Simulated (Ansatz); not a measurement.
Ansatz input

```yaml
crystal:
  lattice:
    - [-1.7862483572, 1.7862483572, 1.7862483572]
    - [1.7862483572, -1.7862483572, 1.7862483572]
    - [1.7862483572, 1.7862483572, -1.7862483572]
  atoms:
    - { symbol: Zr, position: [0.0, 0.0, 0.0] }
hamiltonian:
  xc: pbesol
  pseudopotentials:
    kind: paw
    azcp:
      Zr: "pseudopotentials/Zr.paw.azcp"
basis:
  ecutwfc: 420
  fft_grid_basis: typed
kpoints:
  mp_grid: { grid: [14, 14, 14], shift: [0, 0, 0] }
magnetization:
  spin_polarized: false
scf:
  occupations: { method: fermi_dirac, width: 0.1 }
  lower_state_search: "off"
output:
  stress: true
```

Output

```
Warning: the record states the generating functional pbe (its physics header spells it `PBE`), which answers neither for hamiltonian.xc's functional nor for the pbesol family's — results may be inconsistent (PPs are generated against a specific XC)
Engine: ansatz 0.2.0, aarch64-unknown-linux-gnu
Pseudopotentials: kind: paw
Pseudopotential: Zr, paw, valence charge 12, recommended cutoff 420 eV (normal) 
Functional definition: PBEsol
  exchange = pbesol_x
  correlation = pbesol_c
Crystal: 1 atoms, lattice volume = 22.797 Å³
Basis set: ecut = 420 eV, 429 PW (Γ)
Bands: 10, of which v1, the nominal top of the filled ones, is band 6 counted from 1 (5 counted from 0)
Symmetry: 48 space group operations
Space group: Im-3m (ITA 229), of the structure as read, at distance tolerance 2.8e-5 Å
k-points: 104 of 2744
Non-local potential: Zr, projectors of the file, l = 0: 3, l = 1: 2, l = 2: 2, l = 3: 2
PAW form: soft (Blöchl's): semilocal exchange-correlation on the pseudo side does not see the compensation charge
PAW frozen core: Zr, regenerated for the run's functional, and the local potential with it (the file was generated under x = pbe(κ = 0.804, μ = 0.2195149727645171), c = pbe(β = 0.06672455060314922))
PAW one-centre angular grid: Zr, 590 points (default); XC on 64 Gauss nodes
Initial density: superposition of atomic densities (neutral atoms: chi_scale 0, normalization atom), corrected by the library's trained network
Initial wavefunctions: pseudopotential atomic-orbital guess
Functional: x = pbesol(κ = 0.804, μ = 0.12345679012345678), c = pbesol(β = 0.046)
SCF iter   1: F=—  HF=-4128.588615 eV  |F-HF|=—  |Δ(HF+E_count)|=         —  Δρ=2.92e-3  dr2=9.91e-4  ethr=1.77e-3  ⟨swp⟩=5.0  Hψ=5856  notcnv=0
SCF iter   2: F=—  HF=-4128.588181 eV  |F-HF|=—  |Δ(HF+E_count)|=   4.33e-4  Δρ=1.34e-3  dr2=1.87e-4  ethr=8.26e-6  ⟨swp⟩=2.2  Hψ=2317  notcnv=0
SCF iter   3: F=—  HF=-4128.588205 eV  |F-HF|=—  |Δ(HF+E_count)|=   2.36e-5  Δρ=1.38e-4  dr2=2.25e-6  ethr=1.56e-6  ⟨swp⟩=1.0  Hψ=1040  notcnv=0
SCF iter   4: F=—  HF=-4128.588206 eV  |F-HF|=—  |Δ(HF+E_count)|=   8.23e-7  Δρ=1.57e-5  dr2=2.32e-8  ethr=1.87e-8  ⟨swp⟩=1.1  Hψ=1068  notcnv=0
iter 5 did not close the SCF: its close was put off for the readings that it lacked (scf_convergence_deferred on its scf_iter line)
SCF iter   5: F=-4128.588206 eV  HF=-4128.588206 eV  |F-HF|=1.01e-10  |Δ(HF+E_count)|=   3.79e-9  Δρ=1.56e-6  dr2=2.47e-10  ethr=1.94e-10  ⟨swp⟩=2.5  Hψ=1664  notcnv=0
SCF iter   6: F=-4128.588206 eV  HF=-4128.588206 eV  |F-HF|=1.46e-11  |Δ(HF+E_count)|=  7.19e-11  Δρ=5.94e-7  dr2=3.33e-11  ethr=2.06e-12  ⟨swp⟩=1.4  Hψ=2795  notcnv=0
SCF 1 converged in 6 iterations: F = -4128.588206 eV  dr2 = 3.33e-11
SCF converged after 6 iterations
Free energy (F): -4128.588206 eV
Harris-Foulkes:  -4128.588206 eV  (|F-HF|=1.46e-11)
Internal energy: -4128.527627 eV  (E = F + TS)
E sigma→0 (E₀):  -4128.557917 eV
Entropy (-TS):   -0.060578 eV (-60.578 meV/atom)
Fermi energy:    13.920528 eV
--- Per-component energies (eV) ---
  E_band       = -92.848866
  E_kinetic    = 333.099012
  E_local      = -618.850883  (includes V_loc(G=0)·N_el)
  E_nonlocal   = 82.655253
  E_hartree    = 191.133062
  E_xc         = -160.215331
  E_vxc        = -190.041760  (∫ρ·V_xc dr)
  E_paw        = -2900.372338  (= ΣΔE_a)
  E_vpaw       = -81.976580  (= ΣTr[D̂ρ^β])
  E_aug_tail   = 0.000023  (compensation charges beyond the density's cutoff)
  E_ewald      = -1056.142146
  E_core_change = 0.165720  (= ΣΔE_core)
  E_smearing   = -0.060578  (= −TS)
  E_closure    = 0.000000  (closes the sum)
  Σ components = -4128.588206   (vs F -4128.588206, Δ=0.00e0)
--- Stress (GPa, compression-positive) ---
       -3.567165      -0.000000      -0.000000
        0.000000      -3.567165       0.000000
        0.000000      -0.000000      -3.567165
  P = ⅓ Tr σ = -3.5672 GPa (-35.672 kbar)
```
